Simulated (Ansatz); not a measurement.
**A vibration from a frozen displacement in Si**

Computed with DFT LDA, scalar-relativistic, plane waves, PAW in Ansatz. Cutoff 420 eV, Γ-centred 12×12×12 k-points, Gaussian smearing of 0.15 eV. No spin polarisation. Energies are free energies at this smearing, counted from the undisturbed cell; pressure is positive in compression.

The starting cell (relaxed at this level; this form isn't the usual structure):

```xyz
8
Lattice="0.0000 0.0000 4.9415 2.6085 -4.5180 0.0000 2.6085 4.5180 0.0000" Properties=species:S:1:pos:R:3 pbc="T T T"
Si    1.3042   -2.2590    0.0000
Si    1.3042   -2.2590    2.4708
Si    0.0000    0.0000    0.0000
Si    0.0000    0.0000    2.4708
Si    2.6085    0.0000    0.0000
Si    2.6085    0.0000    2.4708
Si    1.3042    2.2590    0.0000
Si    1.3042    2.2590    2.4708
```

Atom 1 (Si) is moved by x along the Cartesian unit vector (-0.363, 0.629, -0.688); the cell and all other atoms stay fixed. The cell's volume is 116.47 Å³; the moved atoms weigh 28.085 u together and the others 196.595 u. Some rows repeat others by symmetry and weren't run.

| x (Å) | ΔE (meV/cell) | total force on the moved atoms along the move (eV/Å) | pressure (GPa) |
| --- | --- | --- | --- |
| -0.2000 | 100.15 | 1.0376 | 0.6568 |
| -0.1667 | 68.79 | 0.8471 | 0.4666 |
| -0.1333 | 43.57 | 0.6645 | 0.3092 |
| -0.0667 | 10.79 | 0.3245 | 0.0987 |
| 0.0000 | 0.00 | 0.0000 | 0.0286 |
| 0.0667 | 10.79 | -0.3245 | 0.0987 |
| 0.1333 | 43.57 | -0.6645 | 0.3092 |
| 0.1667 | 68.79 | -0.8471 | 0.4666 |
| 0.2000 | 100.15 | -1.0376 | 0.6568 |

Problem. What frequency belongs to this motion?

Solution. The force constant is k = −dF/dx = 4.865 eV/Å², from the parabola through x = -0.0667, 0 and 0.0667. In every cell the moved atoms swing against the rest, so the mass is μ = m₁m₂/(m₁ + m₂) = 24.574 u, and ν̃ = 521.5 cm⁻¹ × √(|k|/μ) = 232 cm⁻¹. The pattern needn't be a normal mode: ν̃² is then a weighted mean of the squared nonzero frequencies at the zone centre of this cell, so it lies between the lowest and the highest of them.

Problem. How far does the harmonic law reach?

Solution. At x = -0.200 Å, kx²/2 = 97.30 meV against the computed 100.15 meV (+2.9 %): the well is still close to harmonic there.

Problem. The pressure changes with x². What does that say about the frequency under compression?

Solution. With E = k(V)x²/2, k ∝ V^(−2γ) and x scaling with the cell as V^(1/3), P − P0 = −∂E/∂V = (2γ − 2/3) ΔE/V. At x = 0.1333 Å, V(P − P0) = 116.47 × 0.28059 / 160.2 eV = 203.98 meV and ΔE = 43.57 meV, so γ = 1/3 + V(P − P0)/(2ΔE) = 2.67. This is the Grüneisen parameter of the motion under uniform scaling of the cell: shrinking the cell evenly by 1 % in volume raises the frequency by about 2.67 %.

In a metal these slopes depend on the k mesh and the smearing.

Cost: 5 runs of about 9.2 core-minutes in all, on Arm Neoverse V1 (shared hosts).

The cell is a supercell of simple hexagonal silicon, a metallic high-pressure form with one atom per primitive cell. It therefore has no true optical branch, and the 232 cm⁻¹ averages acoustic phonons folded in from the zone boundary. That it lies far below the Raman line of diamond-type silicon is thus partly a matter of comparing different modes, but weaker bonding probably contributes too: the directional two-electron bonds of the tetrahedral form give way to longer, partly metallic contacts with less resistance to bending.

Each atom sits at an inversion centre, so odd terms in the energy vanish and the leading anharmonicity is quartic. Its positive sign, like the Grüneisen parameter of 2.67, suggests that short-range repulsion grows steeply as neighbours are pushed together. The restoring force shows that the lattice resists this particular displacement, not that it is dynamically stable: a soft or even imaginary mode could be hidden in the average, a real possibility for a high-pressure phase held near zero pressure.
